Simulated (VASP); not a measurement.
# TiO₂: convergence, surface energy

TiO₂, slab, 18 atoms in the cell. PBE; PAW potentials Ti_sv, O (PBE set). VASP 6.6.1.

Wanted: surface energy, atoms not relaxed within 0.02 J/m²; face levels within 0.04 eV.

Crystal: TiO2, I4_1/amd; Face: (0 0 1); Atomic planes: 18; Starting cell: bulk cell relaxed first with the same functional.

Face levels: vacuum level at each face, counted from the middle of the gap.

The series start from vacuum (Å): 12; k spacing (1/Å): 0.35; Smearing SIGMA (eV): 0.05; Cutoff ENCUT (eV): 525; SCF threshold EDIFF (eV): 1e-6; PREC: Accurate; LREAL: .FALSE.; ALGO: Normal; atomic planes: 18. Each series keeps the choices made before it, and each single choice may use up half of a tolerance. Times cover all steps of a run.

## Vacuum (Å)

| Vacuum (Å) | Surface energy, atoms not relaxed (J/m²) | Face levels, largest deviation (eV) | Time (s) |
|---|---|---|---|
| 5 | 1.086 | 0.028 | 173 |
| 7 | 1.083 | 0.002 | 190 |
| 9 | 1.082 | 0.006 | 261 |
| 12 | 1.081 | 0.001 | 286 |
| 15 | 1.079 | 0.000 | 337 |
| 20 (reference) | 1.078 | 0.000 | 381 |

Chosen: 7, the loosest value from which every tighter one stays within half of the tolerance.

## k spacing (1/Å)

| k spacing (1/Å) | Surface energy, atoms not relaxed (J/m²) | Face levels, largest deviation (eV) | Time (s) |
|---|---|---|---|
| 0.8 | 1.069 | 0.048 | 78 |
| 0.6 | 1.069 | 0.048 | 78 |
| 0.45 | 1.082 | 0.007 | 176 |
| 0.35 | 1.083 | 0.024 | 190 |
| 0.25 | 1.083 | 0.006 | 250 |
| 0.2 (reference) | 1.083 | 0.000 | 430 |

Chosen: 0.25.

## Smearing SIGMA (eV)

| Smearing SIGMA (eV) | Surface energy, atoms not relaxed (J/m²) | Face levels, largest deviation (eV) | Time (s) |
|---|---|---|---|
| 0.2 | 1.083 | 0.000 | 260 |
| 0.1 | 1.083 | 0.000 | 265 |
| 0.05 | 1.083 | 0.000 | 250 |
| 0.02 (reference) | 1.083 | 0.000 | 254 |

Chosen: 0.2.

## Cutoff ENCUT (eV)

| Cutoff ENCUT (eV) | Surface energy, atoms not relaxed (J/m²) | Face levels, largest deviation (eV) | Time (s) |
|---|---|---|---|
| 320 | 1.121 | 0.017 | 126 |
| 400 | 1.082 | 0.005 | 246 |
| 460 | 1.083 | 0.001 | 284 |
| 525 | 1.083 | 0.002 | 260 |
| 600 | 1.083 | 0.001 | 429 |
| 725 (reference) | 1.084 | 0.000 | 568 |

Chosen: 400.

The choices weren't compared together with a run at all the tightest settings, so their joint error isn't shown.

## The input

INCAR.step1:
```
PREC = Accurate ; ENCUT = 400
EDIFF = 1E-6 ; ISMEAR = 0
SIGMA = 0.2 ; LREAL = False
LASPH = True ; ALGO = Normal
NELM = 120 ; LWAVE = False
LCHARG = False ; GGA = PE
KPAR = 4
```

INCAR.step2, as INCAR.step1 but for:
```
+ LVHAR = True
+ LVACPOTAV = True
+ LDIPOL = True
+ IDIPOL = 3
+ DIPOL = 0.5 0.5 0.5
```

KPOINTS.step1:
```
Automatic mesh
0
Gamma
  7 7 11
  0 0 0
```

KPOINTS.step2:
```
Automatic mesh
0
Gamma
  7 7 1
  0 0 0
```

POSCAR.step1:
```
TiO2
1.0
    3.8018510052      0.0000000000      0.0000000000
    0.0000000000      3.8018510052      0.0000000000
    1.9009255026      1.9009255026      4.8536310560
Ti O
2 4
Direct
    0.7500000000      0.2500000000      0.5000000000
    0.0000000000      0.0000000000      0.0000000000
    0.2064895578      0.2064895578      0.5870208844
    0.9564895578      0.4564895578      0.0870208844
    0.5435104422      0.0435104422      0.9129791156
    0.7935104422      0.7935104422      0.4129791156
```

POSCAR.step2:
```
TiO2
1.0
    3.8018510052      0.0000000000      0.0000000000
    0.0000000000      3.8018510052      0.0000000000
    0.0000000000      0.0000000000     19.9788121762
Ti O
6 12
Direct
    0.8750000000      0.3750000000      0.1963263498
    0.3750000000      0.3750000000      0.3177958099
    0.3750000000      0.8750000000      0.4392652700
    0.8750000000      0.8750000000      0.5607347300
    0.8750000000      0.3750000000      0.6822041901
    0.3750000000      0.3750000000      0.8036736502
    0.3750000000      0.3750000000      0.2174671094
    0.3750000000      0.8750000000      0.3389365696
    0.8750000000      0.3750000000      0.2966550502
    0.8750000000      0.8750000000      0.1751855901
    0.8750000000      0.8750000000      0.4604060297
    0.8750000000      0.3750000000      0.5818754897
    0.3750000000      0.8750000000      0.5395939703
    0.3750000000      0.3750000000      0.4181245103
    0.3750000000      0.3750000000      0.7033449498
    0.3750000000      0.8750000000      0.8248144099
    0.8750000000      0.3750000000      0.7825328906
    0.8750000000      0.8750000000      0.6610634304
```

Commands (each step's output is kept before the next begins):
```
cat potpaw_PBE.64/Ti_sv/POTCAR potpaw_PBE.64/O/POTCAR > POTCAR
cp INCAR.step1 INCAR
cp KPOINTS.step1 KPOINTS
cp POSCAR.step1 POSCAR
mpirun -np 4 vasp_std > vasp.out
rm WAVECAR CHG
cp INCAR.step2 INCAR
cp KPOINTS.step2 KPOINTS
cp POSCAR.step2 POSCAR
mpirun -np 4 vasp_std > vasp.out
```

Limits: The face is cut as in the bulk; no reconstruction is tried; the program found no field-free region, so the vacuum level is rough; the atoms keep their starting positions, so the number serves for convergence, not as the relaxed result.

The chosen input took VASP 6.6.1 246 s on 4 cores (Intel Xeon Platinum 8259CL @ 2.50GHz (Skylake/Cascade Lake)), a shared host.

## An input that fails: too few electronic steps

The electronic loop stops at its limit of 8 steps.

Changes against the starting input:
```
(step 2)
- NELM = 120
+ NELM = 8
```
